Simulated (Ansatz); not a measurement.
Ru:

```
Ru
1.0
     2.70580    0.00000    0.00000
    -1.35290    2.34329    0.00000
     0.00000    0.00000    4.28190
Ru
2
Cartesian
  1.3529 0.7811 3.2114
  0.0000 1.5622 1.0705
```

Base run:

```yaml
Program: Ansatz 0.2.0
Functional: m-r2SCAN
Potentials_or_basis: Ansatz PAW
Cutoff: "500 eV (not typed: the program's choice for these potentials)"
k_mesh: 11 × 11 × 6
Occupations: fermi-dirac, width 0.05 eV
Spin: no spin polarisation
```

Its results: band gap on the k mesh none (metal or under the smearing width); pressure -2.0 GPa.

After a change of settings the same cell gave: band gap on the k mesh none (metal or under the smearing width); pressure -12.2 GPa. Which change was it?
A. functional from m-r2SCAN to PBEsol; cutoff from 500 eV (not typed: the program's choice for these potentials) to 420 eV (not typed: the program's choice for these potentials)
B. functional from m-r2SCAN to revPBE; cutoff from 500 eV (not typed: the program's choice for these potentials) to 420 eV (not typed: the program's choice for these potentials)
C. functional from m-r2SCAN to LDA; cutoff from 500 eV (not typed: the program's choice for these potentials) to 420 eV (not typed: the program's choice for these potentials)

C.

Caveats: the PAW data sets come from PBE, with cores solved anew for the run's functional, which leaves a small shift of forces and pressure.

Runs at the PBE level aren't shown here.
